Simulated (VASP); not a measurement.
Crystal: Y.

```xyz
2
Lattice="3.6474 0.0000 0.0000 -1.8237 3.1587 0.0000 0.0000 0.0000 5.7306" Properties=species:S:1:pos:R:3 pbc="T T T"
Y     1.8237    1.0529    4.2980
Y     0.0000    2.1058    1.4326
```

| Item | Value |
| --- | --- |
| Program | VASP 6.6.1 |
| Task | single point |
| Functional | PBE |
| Potentials or basis | VASP PAW PBE potentials, release 64 (Y_sv) |
| Cutoff | 520 eV |
| k mesh | 8 × 8 × 5 |
| Occupations | fermi-dirac, width 0.05 eV |
| Spin | no spin polarisation |

On this cell: pressure -0.2 GPa; largest force under 0.003 eV/Å; band gap on the k mesh none (metal or under the smearing width).

The same run follows on a disturbed copy (atoms moved at random, drawn with an rms of 0.05 Å):

```xyz
2
Lattice="3.6474 0.0000 0.0000 -1.8237 3.1587 0.0000 0.0000 0.0000 5.7306" Properties=species:S:1:pos:R:3 pbc="T T T"
Y     1.8572    1.0164    4.3050
Y    -0.0239    2.1294    1.4649
```

**Question.** What does the disturbed cell give?

**Answer.** The energy (extrapolated to zero smearing) moves by +2.3 meV/atom; pressure -0.2 GPa; largest force 0.122 eV/Å; band gap on the k mesh none (metal or under the smearing width).

Forces in eV/Å, atoms in the order of the input:
```
Y   -0.060  0.066  0.083
Y    0.060 -0.066 -0.083
```

Stress tensor (GPa, compression positive):
```
-0.30  0.18 -0.02
 0.18  0.07  0.02
-0.02  0.02 -0.46
```
